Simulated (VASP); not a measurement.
# SnO: restarted molecular dynamics, 2 variants

SnO, P4/nmm (no. 129), 8 atoms in the cell. PBE, molecular dynamics; PAW potentials Sn, O (PBE set).

| Restart from | Temperature at the end (K) | The same without a restart (K) | Potential energy at the end (eV/atom) | The same without a restart (eV/atom) | Electronic steps in the first step after the restart | Time (s) |
|---|---|---|---|---|---|---|
| CONTCAR with velocities, WAVECAR read | 1373.0 | 1373.0 | -5.55424 | -5.55424 | 4 | 187 |
| CONTCAR with velocities, no WAVECAR | 1373.0 | 1373.0 | -5.55424 | -5.55424 | 14 | 171 |

Limits: 60 fs of 8 atoms are too short for converged averages; the cell is only 3.8 Å across, so each atom moves in step with near copies of itself.

## Input of the first row

INCAR.step1:
```
SYSTEM = SnO
ALGO = Normal
EDIFF = 1E-6
ENCUT = 400
GGA = PE
IBRION = 0
ISIF = 2
ISMEAR = 0
ISYM = 0
KPAR = 2
LASPH = .TRUE.
LCHARG = .FALSE.
LREAL = Auto
LWAVE = .TRUE.
MDALGO = 4
NELM = 60
NELMIN = 4
NHC_NCHAINS = 3
NHC_PERIOD = 30
NSW = 30
POTIM = 1.0
PREC = Normal
RANDOM_SEED = 454868 0 0
SIGMA = 0.05
TEBEG = 1600
```

INCAR.step2, as INCAR.step1 but for:
```
- LWAVE = .TRUE.
+ LWAVE = .FALSE.
```

KPOINTS:
```
k-points
0
Gamma
  3 3 1
```

POSCAR.step1:
```
SnO
1.0
    3.8136952200      0.0000000000      0.0000000000
    0.0000000000      3.8136952200      0.0000000000
    0.0000000000      0.0000000000      9.7738266000
Sn O
4 4
Direct
    0.5000000000      0.0000000000      0.3823130700
    0.5000000000      0.0000000000      0.8823130700
    0.0000000000      0.5000000000      0.1176869300
    0.0000000000      0.5000000000      0.6176869300
    0.0000000000      0.0000000000      0.0000000000
    0.0000000000      0.0000000000      0.5000000000
    0.5000000000      0.5000000000      0.0000000000
    0.5000000000      0.5000000000      0.5000000000
```

Commands (each step's output is kept before the next begins):
```
cat potpaw_PBE.64/Sn/POTCAR potpaw_PBE.64/O/POTCAR > POTCAR
cp INCAR.step1 INCAR
cp POSCAR.step1 POSCAR
mpirun -np 2 vasp_std > vasp.out
cp CONTCAR POSCAR
cp INCAR.step2 INCAR
mpirun -np 2 vasp_std > vasp.out
```

Changes of the last row against the first:
```
(step 1)
- LWAVE = True
+ LWAVE = False
```

VASP 6.6.1 took 187 s on 2 cores (Intel Xeon Platinum 8375C @ 2.90GHz (Ice Lake)), a shared host.
